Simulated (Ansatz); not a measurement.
The system is CdSe (Cadmoselite).

```
Cd Se
1.0
     4.30000    0.00000    0.00000
    -2.15000    3.72391    0.00000
     0.00000    0.00000    7.02000
Cd Se
2 2
Direct
  0.66667 0.33333 0.50000
  0.33333 0.66667 0.00000
  0.66667 0.33333 0.88500
  0.33333 0.66667 0.38500
```

* Program: Ansatz 0.2.0
* Task: relaxation of cell and atoms
* Functional: PBEsol
* Potentials or basis: Ansatz PAW
* Cutoff: 420 eV (not typed: the program's choice for these potentials)
* k mesh: 7 × 7 × 4
* Occupations: fermi-dirac, width 0.05 eV
* Spin: no spin polarisation

At the start: volume 28.10 Å³/atom.

Question: Where does the relaxation end?

Answer: It ends after 5 steps and the volume is 28.12 Å³/atom (+0.1 %); space group P6_3mc (No. 186, to 0.05 Å).

The path:
| step | energy change (eV) | largest force (eV/Å) | volume (Å³) |
| --- | --- | --- | --- |
| 1 | 0.0000 | 0.2646 | 112.41 |
| 2 | -0.0177 | 0.0038 | 112.34 |
| 3 | -0.0182 | 0.0016 | 112.65 |
| 4 | -0.0183 | 0.0007 | 112.50 |
| 5 | -0.0183 | 0.0007 | 112.50 |

Final structure:
```
Cd Se
1.0
     4.30132    0.00000    0.00000
    -2.15066    3.72505    0.00000
     0.00000    0.00000    7.02113
Cd Se
2 2
Direct
  0.66667 0.33333 0.50468
  0.33333 0.66667 0.00468
  0.66667 0.33333 0.88032
  0.33333 0.66667 0.38032
```

Caveat: the plane-wave basis is chosen anew once the cell has moved, so the energies of steps on either side of that aren't comparable; the PAW data sets come from PBE, with cores solved anew for the run's functional, which leaves a small shift of forces and pressure.
